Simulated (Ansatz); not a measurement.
# Bi as a host for H

Level of theory: DFT PBE, scalar-relativistic, plane waves, PAW (Ansatz).

Plane waves to 420 eV, a k mesh through Γ of 12×12×8 on the computed 2-atom cell and Gaussian smearing (0.10 eV); no spin polarisation for the host; each changed cell takes a mesh and smearing chosen by its own gap and starts from the host's moments or customary ones, or runs without spin. Cells and atoms are relaxed to the nearest stationary point that keeps the symmetry of their start (forces under 0.02 to 0.04 eV/Å, stress under 0.1 to 0.2 GPa); energies are at zero smearing, without zero-point or thermal terms.

Relaxed host (gap on the mesh 0 eV):

```
CELL_PARAMETERS angstrom
4.36734 0.00000 0.00000
-2.18367 3.78223 0.00000
0.00000 0.00000 4.25391
ATOMIC_POSITIONS crystal
Bi 0.33333 0.66667 0.25000
Bi 0.66667 0.33333 0.75000
```

Cases: (1) 2 H in a 1×1×1 repeat of the cell, at (0.000 0.000 0.000), (0.000 0.000 0.500) in fractions of that repeat, 2.74 Å from the nearest atom of the relaxed host; (2) 1 H in a 2×1×2 repeat of the cell, at (0.000 0.000 0.000) in fractions of that repeat, 2.74 Å from the nearest atom of the relaxed host.

Q: Give the energy per H taken from half an H2 molecule (negative: uptake is favourable), the swelling and the final surroundings.

A:
| case | formula | energy per H (eV) | ΔV (%) | principal strains (%) | nearest host atoms of the first H | gap (eV) |
| --- | --- | --- | --- | --- | --- | --- |
| 1 | BiH | 1.18 | -3.9 | +38.0 -16.6 -16.6 | 6 (Bi) from 2.57 Å | 0 |
| 2 | Bi8H | -0.02 | +8.5 | +37.5 +4.8 -24.7 | 2 (Bi) from 2.03 Å | 0 |

Each ion keeps what symmetry its start has, so a lower place off a symmetric site can be missed, above all for H.

Relaxed structure of case 2, the lowest per ion:

Space group P2/m (No. 10). a = 8.160 Å, b = 4.578 Å, c = 8.687 Å, α = 90.00°, β = 109.93°, γ = 90.00°
```json
{"atom": "Bi", "site": "2n", "symmetry": "m", "x": "0.3683", "y": "0.5000", "z": "0.1530"}
{"atom": "Bi", "site": "2n", "symmetry": "m", "x": "0.8870", "y": "0.5000", "z": "0.6456"}
{"atom": "Bi", "site": "2m", "symmetry": "m", "x": "0.8722", "y": "0.0000", "z": "0.1632"}
{"atom": "Bi", "site": "2m", "symmetry": "m", "x": "0.4082", "y": "0.0000", "z": "0.6379"}
{"atom": "H", "site": "1a", "symmetry": "2/m", "x": "0.0000", "y": "0.0000", "z": "0.0000"}
```

This form of Bi (P6_3/mmc) lies 0.11 eV/atom over the element's standard state.

Spin-orbit coupling is left out. In Bi8H a bond of the host changes by more than 0.6 Å or the volume by a third: the framework has rearranged or swollen or shrunk strongly, and the figure may no longer describe a topotactic step.

Cost: 3 runs of about 9.1 core-minutes in all, on Arm Neoverse V2 (shared hosts).